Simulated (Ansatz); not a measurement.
Runs of Ansatz 0.2.0 on Au. It takes space group Fm-3m (No. 225, cubic). The conventional cell has a = 4.070 Å, b = 4.070 Å, c = 4.070 Å, α = 90.00°, β = 90.00°, γ = 90.00°. Around Au (site symmetry m-3m) lie 12 Au at 2.88 Å. 

```tsv
task	level	cell	k mesh	cutoff (eV)	smearing	basis error allowed	mesh quality	gap on the mesh (eV)	pressure (GPa)	relaxed volume (Å³/atom)
relaxation of cell and atoms	PBEsol	relaxed	11 × 11 × 11	-	fermi-dirac 0.05 eV	0.001 eV/atom	not flagged	-	0.0	17.01
single point	PBE	as given	6 × 6 × 6	231	fermi-dirac 0.06 eV	0.002 eV/atom	coarse	none	12.2	-
single point	PBE	as given	11 × 11 × 11	249	gaussian 0.028 eV	0.001 eV/atom	not flagged	none	10.8	-
relaxation of cell and atoms	revPBE+D4	relaxed	11 × 11 × 11	-	fermi-dirac 0.05 eV	0.001 eV/atom	not flagged	-	0.0	(a)
band structure	RPBE	as given	11 × 11 × 11	249	fermi-dirac 0.05 eV	0.001 eV/atom	not flagged	-	(b)	-
```

Alike in all rows: potentials or basis all-electron LAPW, scalar-relativistic; no spin polarisation.

Question: Estimate the missing entries.

Answer: (a) 17.19; (b) 14.9.

Caveats: some runs use coarse meshes; the k mesh is thin for a metal, which can move the energy by tens of meV per atom (some runs); spin-orbit coupling is left out, which moves the levels of the heavy elements (some runs).

A k mesh can miss the band edges, and the runs leave out spin-orbit coupling on Au.

A gap of «none» marks a metal or a gap under the smearing width.
